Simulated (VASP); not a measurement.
Elastic constants (GPa) of a crystal from LDA (Ceperley-Alder, Perdew-Zunger), VASP's LDA PAW potentials (set 64) run with VASP 6.6.1:

```csv
,xx,yy,zz,yz,xz,xy
xx,139.5,58.7,58.7,0.0,0.0,0.0
yy,58.7,139.5,58.7,0.0,0.0,0.0
zz,58.7,58.7,139.5,0.0,0.0,0.0
yz,0.0,0.0,0.0,36.0,0.0,0.0
xz,0.0,0.0,0.0,0.0,36.0,0.0
xy,0.0,0.0,0.0,0.0,0.0,36.0
```

Problem. Work out the Voigt, Reuss and Hill moduli, Young's modulus and Poisson's ratio.

Solution. All eigenvalues are positive (smallest 36.0 GPa), so the crystal is stable. K_V = (C11+C22+C33+2(C12+C13+C23))/9 = (418.5 + 2×176.1)/9 = 85.6 GPa; G_V = (418.5 − 176.1 + 3×108.0)/15 = 37.8 GPa. From the compliances, K_R = 85.6 GPa and G_R = 37.6 GPa. Hill: K = 85.6 GPa, G = 37.7 GPa, E = 9KG/(3K+G) = 98.6 GPa, ν = (3K−2G)/(2(3K+G)) = 0.308. K/G = 2.27, above Pugh's 1.75; universal anisotropy A^U = 0.02.

Problem. With a density of 4.56 g/cm³, what are the mean sound speeds?

Solution. v_l = √((K+4G/3)/ρ) = 5.46 km/s and v_t = √(G/ρ) = 2.88 km/s. The crystal is SrF₂ (fluorite), cubic.

The compound is SrF2 in the fluorite structure. It was relaxed first, which changed the volume by -6 %.
